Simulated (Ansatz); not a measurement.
Crystal: KTaO3.

```
CELL_PARAMETERS angstrom
3.98830 0.00000 0.00000
0.00000 3.98830 0.00000
0.00000 0.00000 3.98830
ATOMIC_POSITIONS crystal
Ta 0.00000 0.00000 0.00000
K 0.50000 0.50000 0.50000
O 0.00000 0.00000 0.50000
O 0.00000 0.50000 0.00000
O 0.50000 0.00000 0.00000
```

Base run:

| Item | Value |
| --- | --- |
| Program | Ansatz 0.2.0 |
| Functional | RPBE |
| Potentials or basis | Ansatz PAW |
| Cutoff | 420 eV (not typed: the program's choice for these potentials) |
| k mesh | 7 × 7 × 7 |
| Occupations | fermi-dirac, width 0.05 eV |
| Spin | no spin polarisation |

Its results: band gap on the k mesh 2.33 eV, indirect (least direct gap 2.88 eV); pressure 9.8 GPa.

The run is repeated on the same cell with these changes: functional from RPBE to PBE. What comes out?

Band gap on the k mesh 2.28 eV, indirect (least direct gap 2.83 eV); pressure 5.4 GPa.

PBE binds more tightly than RPBE, so the same cell stands under less pressure.

Caveats: the k mesh misses the band edges, so the gap on the mesh is wider than the one along the path; spin-orbit coupling is left out, which moves the levels of the heavy elements; the PAW data sets come from PBE, with cores solved anew for the run's functional, which leaves a small shift of forces and pressure (some runs).
